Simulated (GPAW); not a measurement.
The system is C.

```
CELL_PARAMETERS angstrom
0.00000 1.78337 1.78337
1.78337 0.00000 1.78337
1.78337 1.78337 0.00000
ATOMIC_POSITIONS crystal
C 0.75000 0.75000 0.75000
C 0.50000 0.50000 0.50000
```

This isn't the form of C at room conditions, which is graphite.

Base run:

```yaml
Program: GPAW 26.7.0
Functional: revPBE
Potentials_or_basis: the program's PAW data sets (release 1.2.1) made for this functional
Cutoff: 800 eV
Basis: pw
k_mesh: 13 × 13 × 13
Occupations: fermi-dirac, width 0.05 eV
Spin: no spin polarisation
```

Its results: band gap on the k mesh 4.14 eV, indirect (least direct gap 5.60 eV); pressure 6.1 GPa.

Problem. The run is repeated on the same cell with these changes: functional from revPBE to LDA. What comes out?

Solution. Band gap on the k mesh 4.11 eV, indirect (least direct gap 5.55 eV); pressure -13.5 GPa.

LDA binds more tightly than revPBE, so the same cell stands under less pressure.
